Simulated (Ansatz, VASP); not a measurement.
**Two plane-wave programs on InAs**

File INCAR:

```
SYSTEM = InAs
PREC = Accurate
ENCUT = 520
EDIFF = 1E-7
ISMEAR = -1
SIGMA = 0.05
LREAL = .FALSE.
LASPH = .TRUE.
NELM = 100
ALGO = Normal
ISIF = 2
LWAVE = .FALSE.
LCHARG = .FALSE.
GGA = PE
NBANDS = 16
```

KPOINTS

```
regular mesh
0
G
  8 8 8
  0 0 0
```

The input POSCAR:

```
InAs
1.0
    0.0000000000      2.8579926530      2.8579926530
    2.8579926530      0.0000000000      2.8579926530
    2.8579926530      2.8579926530      0.0000000000
In As
1 1
Direct
    0.5000000000      0.5000000000      0.5000000000
    0.0000000000      0.0000000000      0.0000000000
```

File input.yaml:

```yaml
crystal:
  lattice:
    - [0.0, 2.857992653, 2.857992653]
    - [2.857992653, 0.0, 2.857992653]
    - [2.857992653, 2.857992653, 0.0]
  atoms:
    - { symbol: In, position: [0.5, 0.5, 0.5] }
    - { symbol: As, position: [0.0, 0.0, 0.0] }
hamiltonian:
  xc: pbe
  pseudopotentials: { kind: paw }
kpoints:
  mp_grid: { grid: [8, 8, 8] }
scf:
  occupations: { method: fermi_dirac, width: 0.05 }
output:
  forces: true
  stress: true
  eigenvalues: true
  write_density: true
  write_potential: true
  elf: true
  volumetric_format: npy
```

Change from the starting cell: volume scaled by 0.98.

Alike in both runs: task single point; functional PBE; k mesh 8 × 8 × 8; occupations fermi-dirac, width 0.05 eV; no spin polarisation.

|  | VASP | Ansatz |
| --- | --- | --- |
| version | VASP 6.6.1 | Ansatz 0.2.0 |
| potentials or method | VASP PAW PBE potentials, release 64 (In_d, As) | Ansatz PAW |
| plane-wave cutoff (eV) | 520 | 420 |
| valence electrons in the cell | 18 | 28 |

|  | VASP | Ansatz | Ansatz less VASP |
| --- | --- | --- | --- |
| gap on the k mesh at the Fermi level (eV) | none | none | - |
| pressure (GPa) | 1.3 | 1.2 | -0.07 |

A gap of «none» marks a metal or a gap that the smearing closes. The two sets of potentials don't hold the same shells in valence.
